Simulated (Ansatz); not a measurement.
# LiCl (F-43m) at 2 levels of theory

One geometry, relaxed with PBE; plane waves with PAW potentials in Ansatz, scalar-relativistic. No spin polarisation. Gaps are the least over mesh and band path; pressure is positive in compression.

```cif
data_structure
_symmetry_space_group_name_H-M 'F-43m'
_symmetry_Int_Tables_number 216
_cell_length_a 5.5157
_cell_length_b 5.5157
_cell_length_c 5.5157
_cell_angle_alpha 90.000
_cell_angle_beta 90.000
_cell_angle_gamma 90.000
_cell_volume 167.80
loop_
_atom_site_label
_atom_site_type_symbol
_atom_site_symmetry_multiplicity
_atom_site_Wyckoff_symbol
_atom_site_fract_x
_atom_site_fract_y
_atom_site_fract_z
_atom_site_occupancy
Li1 Li 4 a 0.00000 0.00000 0.00000 1
Cl1 Cl 4 d 0.25000 0.25000 0.75000 1
```

| level | cutoff (eV) | k mesh | gap (eV) | pressure (GPa) |
| --- | --- | --- | --- | --- |
| PBE | 420 | 8×8×8 | 5.96 | 0.0 |

What comes out on the same cell with r2SCAN?

```json
{"level": "r2SCAN", "cutoff (eV)": "500", "k mesh": "8×8×8", "gap (eV)": "6.61", "pressure (GPa)": "-0.7"}
```

The structure comes from a generated guess; another structure or a mixture of phases may lie lower.
